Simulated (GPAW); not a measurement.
# TaN (P-6m2) in GPAW: convergence with smearing width (eV)

Aim: find how far smearing width (eV) must go before the results for TaN settle, at PBE. This setting moves, with any that are tied to it; all else stays.

Program: GPAW 26.7.0. These are calculated values, not measurements. Logs are shortened: lines on timing, memory, paths and dates and some standing lists are left out, and cuts for length are marked. The log counts tension as positive stress, the text compression.

## (1) The structure

The structure is hexagonal, space group P-6m2 (No. 187). The conventional cell has a = 2.938 Å, b = 2.938 Å, c = 2.883 Å, α = 90.00°, β = 90.00°, γ = 120.00°. Around Ta (site symmetry -6m2) lie 6 N at 2.23 Å. N (site symmetry -6m2) is surrounded by 6 Ta at 2.23 Å.

## (2) With smearing width (eV) 0.5

The input, run.py:

```python
from ase import Atoms
from ase.dft.bandgap import bandgap
from ase.io import write
from ase.units import GPa
from gpaw import GPAW, PW

atoms = Atoms(['Ta', 'N'],
              cell=[[2.9380011098, 0.0, 0.0],
                    [-1.4690005549, 2.5443835974, 0.0],
                    [0.0, 0.0, 2.88300221]],
              scaled_positions=[[0.3333333333, 0.6666666667, 0.5],
                                [0.0, 0.0, 0.0]],
              pbc=True)

calc = GPAW(mode=PW(800),
            xc='PBE',
            kpts={'size': (8, 8, 7), 'gamma': True},
            occupations={'name': 'methfessel-paxton', 'width': 0.5, 'order': 1},
            nbands=19,
            convergence={'density': 1e-05, 'energy': 1e-05},
            maxiter=100,
            txt='gpaw.txt')
atoms.calc = calc
energy = atoms.get_potential_energy()
forces = atoms.get_forces()
stress = atoms.get_stress()
calc.write('gs.gpw')
write('result.traj', atoms)
print(f'Energy: {energy:.6f} eV')
print('Forces (eV/A):')
print(forces.round(4))
print('Stress (GPa):', (stress / GPa).round(3))
print('Fermi level:', round(calc.get_fermi_level(), 4), 'eV')
print(f'Gap: {bandgap(calc)[0]:.4f} eV, direct: {bandgap(calc, direct=True)[0]:.4f} eV')
```

Potentials or basis: GPAW PAW data sets (gpaw-data 1.2.1), pw.

Started as:

```sh
OMP_NUM_THREADS=1 python run.py
```

It took 6.5 s on 1 thread of AMD EPYC 9R45 (Zen 5), shared host; peak memory 0.16 GiB.

What came out:

* Free energy: -20.5742 eV
* Pressure: 4.7 GPa
* Band gap on the k mesh: none (metal or under the smearing width)

## (3) With smearing width (eV) 0.3

run.py, as its differences from that of step 2:

```diff
@@ -17,3 +17,3 @@
             kpts={'size': (8, 8, 7), 'gamma': True},
-            occupations={'name': 'methfessel-paxton', 'width': 0.5, 'order': 1},
+            occupations={'name': 'methfessel-paxton', 'width': 0.3, 'order': 1},
             nbands=19,
```

Potentials or basis: GPAW PAW data sets (gpaw-data 1.2.1), pw.

Started as:

```sh
OMP_NUM_THREADS=1 python run.py
```

It took 6.3 s on 1 thread of AMD EPYC 9R45 (Zen 5), shared host; peak memory 0.16 GiB.

What came out:

* Free energy: -20.5771 eV
* Pressure: 4.8 GPa
* Band gap on the k mesh: none (metal or under the smearing width)

## (4) With smearing width (eV) 0.2

run.py, as its differences from that of step 3:

```diff
@@ -17,3 +17,3 @@
             kpts={'size': (8, 8, 7), 'gamma': True},
-            occupations={'name': 'methfessel-paxton', 'width': 0.3, 'order': 1},
+            occupations={'name': 'methfessel-paxton', 'width': 0.2, 'order': 1},
             nbands=19,
```

Started as:

```sh
OMP_NUM_THREADS=1 python run.py
```

Run time: 6.3 s. Hardware: 1 thread of AMD EPYC 9R45 (Zen 5), shared host; peak memory 0.16 GiB.

It converged, with:

- Free energy: -20.5775 eV
- Pressure: 4.8 GPa
- Band gap on the k mesh: none (metal or under the smearing width)

## (5) With smearing width (eV) 0.15

run.py, as its differences from that of step 4:

```diff
@@ -17,3 +17,3 @@
             kpts={'size': (8, 8, 7), 'gamma': True},
-            occupations={'name': 'methfessel-paxton', 'width': 0.2, 'order': 1},
+            occupations={'name': 'methfessel-paxton', 'width': 0.15, 'order': 1},
             nbands=19,
```

Started as:

```sh
OMP_NUM_THREADS=1 python run.py
```

Wall time 5.9 s (1 thread of AMD EPYC 9R45 (Zen 5), shared host); peak memory 0.16 GiB.

It converged, with:

- Free energy: -20.5775 eV
- Pressure: 4.8 GPa
- Band gap on the k mesh: none (metal or under the smearing width)

## (6) With smearing width (eV) 0.1

run.py, as its differences from that of step 5:

```diff
@@ -17,3 +17,3 @@
             kpts={'size': (8, 8, 7), 'gamma': True},
-            occupations={'name': 'methfessel-paxton', 'width': 0.15, 'order': 1},
+            occupations={'name': 'methfessel-paxton', 'width': 0.1, 'order': 1},
             nbands=19,
```

Potentials or basis: GPAW PAW data sets (gpaw-data 1.2.1), pw.

Started as:

```sh
OMP_NUM_THREADS=1 python run.py
```

It took 5.5 s on 1 thread of AMD EPYC 9R45 (Zen 5), shared host; peak memory 0.16 GiB.

The run converged. Its results:

| Quantity | Value |
| --- | --- |
| Free energy | -20.5776 eV |
| Pressure | 4.8 GPa |
| Band gap on the k mesh | none (metal or under the smearing width) |

## (7) With smearing width (eV) 0.05

run.py, as its differences from that of step 6:

```diff
@@ -17,3 +17,3 @@
             kpts={'size': (8, 8, 7), 'gamma': True},
-            occupations={'name': 'methfessel-paxton', 'width': 0.1, 'order': 1},
+            occupations={'name': 'methfessel-paxton', 'width': 0.05, 'order': 1},
             nbands=19,
```

Started as:

```sh
OMP_NUM_THREADS=1 python run.py
```

It took 5.4 s on 1 thread of AMD EPYC 9R45 (Zen 5), shared host; peak memory 0.16 GiB.

The run converged. Its results:

- Free energy: -20.5776 eV
- Pressure: 4.8 GPa
- Band gap on the k mesh: none (metal or under the smearing width)

## (8) With smearing width (eV) 0.025

run.py, as its differences from that of step 7:

```diff
@@ -17,3 +17,3 @@
             kpts={'size': (8, 8, 7), 'gamma': True},
-            occupations={'name': 'methfessel-paxton', 'width': 0.05, 'order': 1},
+            occupations={'name': 'methfessel-paxton', 'width': 0.025, 'order': 1},
             nbands=19,
```

Started as:

```sh
OMP_NUM_THREADS=1 python run.py
```

It took 5.3 s on 1 thread of AMD EPYC 9R45 (Zen 5), shared host; peak memory 0.16 GiB.

The run converged. Its results:

* Free energy: -20.5776 eV
* Pressure: 4.8 GPa
* Band gap on the k mesh: none (metal or under the smearing width)

## (9) With smearing width (eV) 0.01

run.py, as its differences from that of step 8:

```diff
@@ -17,3 +17,3 @@
             kpts={'size': (8, 8, 7), 'gamma': True},
-            occupations={'name': 'methfessel-paxton', 'width': 0.025, 'order': 1},
+            occupations={'name': 'methfessel-paxton', 'width': 0.01, 'order': 1},
             nbands=19,
```

Potentials or basis: GPAW PAW data sets (gpaw-data 1.2.1), pw.

Started as:

```sh
OMP_NUM_THREADS=1 python run.py
```

gpaw.txt:

```text
__  _  _
 | _ |_)|_||  |
 |__||  | ||/\| - 26.7.0

Input parameters:
  mode=PW(ecut=800.0),
  convergence={'density': 1e-05, 'energy': 1e-05},
  kpts=MonkhorstPack(size=(8, 8, 7), gamma=True),
  maxiter=100,
  nbands=19,
  occupations=Occupations(name='methfessel-paxton', width=0.01, order=1),
  xc=XC(name='PBE')

Diagonalizing LCAO Hamiltonian
Converting LCAO to pw mode

        Ta

       N

Atoms  # Å, Bohr magnetons
|   | symbol |         x |        y |        z |    initial magnetic moments |
|---|--------|-----------|----------|----------|-----------------------------|
| 0 |     Ta | -0.000000 | 1.696256 | 1.441501 | ( 0.0000,  0.0000,  0.0000) |
| 1 |      N |  0.000000 | 0.000000 | 0.000000 | ( 0.0000,  0.0000,  0.0000) |

Unit cell  # Å
| periodic |         x |        y |        z |  lengths |     angles |
|----------|-----------|----------|----------|----------|------------|
|      yes |  2.938001 | 0.000000 | 0.000000 | 2.938001 |  90.000000 |
|      yes | -1.469001 | 2.544384 | 0.000000 | 2.938001 |  90.000000 |
|      yes |  0.000000 | 0.000000 | 2.883002 | 2.883002 | 120.000000 |

Number of symmetries: 12
Symmetry operations  # r_c * U_cc + t_c -> r_c
|    | kind |            matrix            |
|----|------|------------------------------|
|  0 |  σ   |  1, 1, 0,  0,-1, 0,  0, 0, 1 |
|  1 |  C2  |  1, 1, 0,  0,-1, 0,  0, 0,-1 |
|  2 |  E   |  1, 0, 0,  0, 1, 0,  0, 0, 1 |
|  3 |  σ   |  1, 0, 0,  0, 1, 0,  0, 0,-1 |
|  4 |  C3  |  0, 1, 0, -1,-1, 0,  0, 0, 1 |
|  5 |  S3  |  0, 1, 0, -1,-1, 0,  0, 0,-1 |
|  6 |  σ   |  0,-1, 0, -1, 0, 0,  0, 0, 1 |
|  7 |  C2  |  0,-1, 0, -1, 0, 0,  0, 0,-1 |
|  8 |  σ   | -1, 0, 0,  1, 1, 0,  0, 0, 1 |
|  9 |  C2  | -1, 0, 0,  1, 1, 0,  0, 0,-1 |
| 10 |  C3  | -1,-1, 0,  1, 0, 0,  0, 0, 1 |
| 11 |  S3  | -1,-1, 0,  1, 0, 0,  0, 0,-1 |

BZ-sampling:
  Number of BZ points: 448
  Number of IBZ points: 40

  Monkhorst-Pack size: [8, 8, 7]
  Monkhorst-Pack shift: [0.0625, 0.0625, 0.0]

K-points  # in reciprocal-cell coordinates
|     |                                coordinates |     weight |
|-----|--------------------------------------------|------------|
[... 97 lines left out ...]
  Old densities: 10
  SVD Regularization: 0.005
  Good broyden scale: 1.0
  Trust region scale: 1.0
  Backstep threshold: 4.0
  History deletion threshold: 6.0
  Fourier metric: weight=20.0, sigma=0.015

occupation numbers:
  Methfessel-Paxton:
    width: 0.0100  # eV
    order: 1

poisson solver:
  ecut: 6400.0  # eV

xc functional:
  name: PBE with 2 nearest neighbor stencil

convergence criteria:
- Maximum integral of absolute [dens]ity change: 1e-05 electrons / valence electron
- Maximum [total energy] change in last 3 cyles: 1e-05 eV / valence electron
- Maximum integral of absolute [eigenst]ate change: 4e-08 eV^2 / valence electron
maximum number of iterations: 100

SCF iterations
|iter     | |      energy | eigst |  dens |
|---------|-|-------------|-------|-------|
|iter:   1| |  -21.887323 | -0.04 |       |
|iter:   2| |  -21.469448 | -2.48 | -0.96 |
|iter:   3| |  -20.559749 | -1.68 | -1.02 |
|iter:   4| |  -20.568141 | -3.12 | -1.63 |
|iter:   5| |  -20.577651 | -3.34 | -1.85 |
|iter:   6| |  -20.577642 | -4.84 | -2.78 |
|iter:   7| |  -20.577646c| -6.75 | -3.66 |
|iter:   8| |  -20.577646c| -7.58c| -4.10 |
|iter:   9| |  -20.577646c| -8.15c| -4.97 |
|iter:  10| |  -20.577646c| -9.02c| -5.67c|

Converged in 10 steps
Energy contributions relative to reference atoms: (reference = -425654.162905)

Energy contributions:
  Kinetic:          21.773975
  Coulomb:         -22.912621
  Zero:             -0.082528
  External:          0.000000
  Xc:              -19.356475
  Entropy:           0.000003
  Spinorbit:         0.000000
  ----------------------------
  Free energy:     -20.577646
  Extrapolated:    -20.577646

dipole moment: (-7.223146, -4.250336, -7.155958)  # |e|*Ang

Fermi level: 14.403
Eigenvalues  # (at kpt = [0.000, 0.000, 0.000])
| band index |      eig [eV] | occ [0-2] |
|------------|---------------|-----------|
|          0 |       -54.136 |     2.000 |
|          1 |       -20.688 |     2.000 |
|          2 |       -20.419 |     2.000 |
|          3 |       -20.419 |     2.000 |
|          4 |        -3.547 |     2.000 |
|          5 |         9.640 |     2.000 |
[... 9 lines left out ...]
|         15 |        30.519 |     0.000 |
|         16 |        30.519 |     0.000 |
|        ... |               |           |
|         18 |        37.529 |     0.000 |

No gap
No difference between direct/indirect transitions

Forces  # eV/Ang
|        x |        y |       z |
|----------|----------|---------|
| -0.00000 |  0.00000 | 0.00000 |  # Ta   0
| -0.00000 | -0.00000 | 0.00000 |  # N    1

Stress tensor  # eV/Ang^3
|         x |         y |         z |
|-----------|-----------|-----------|
| -0.028153 | -0.000000 |  0.000000 |
| -0.000000 | -0.028153 |  0.000000 |
|  0.000000 |  0.000000 | -0.032754 |

# Writing to gs.gpw (mode='')
```

Run time: 5.3 s. Hardware: 1 thread of AMD EPYC 9R45 (Zen 5), shared host; peak memory 0.16 GiB.

What came out:

| Quantity | Value |
| --- | --- |
| Free energy | -20.5776 eV |
| Pressure | 4.8 GPa |
| Band gap on the k mesh | none (metal or under the smearing width) |

## (10) The series at a glance

| smearing width (eV) | energy less the tightest run, at zero smearing (meV/atom) | SCF cycles | CPU time (s) | peak memory (GiB) |
| --- | --- | --- | --- | --- |
| 0.5 | -0.73 | 10 | 6.5 | 0.16 |
| 0.3 | 0.05 | 10 | 6.3 | 0.16 |
| 0.2 | 0.02 | 10 | 6.3 | 0.16 |
| 0.15 | 0.03 | 10 | 5.9 | 0.16 |
| 0.1 | 0.01 | 10 | 5.5 | 0.16 |
| 0.05 | 0.00 | 10 | 5.4 | 0.16 |
| 0.025 | 0.00 | 10 | 5.3 | 0.16 |
| 0.01 | 0.00 | 10 | 5.3 | 0.16 |

Against the tightest run, the energy stays within 1 meV/atom from 0.5 on. Narrower smearing needs a denser k mesh, so at a fixed mesh the narrowest width isn't the most accurate. The tightest run that finished is the yardstick and may itself not be fully converged.

Caveats: this smearing can pin the Fermi level at a band edge.
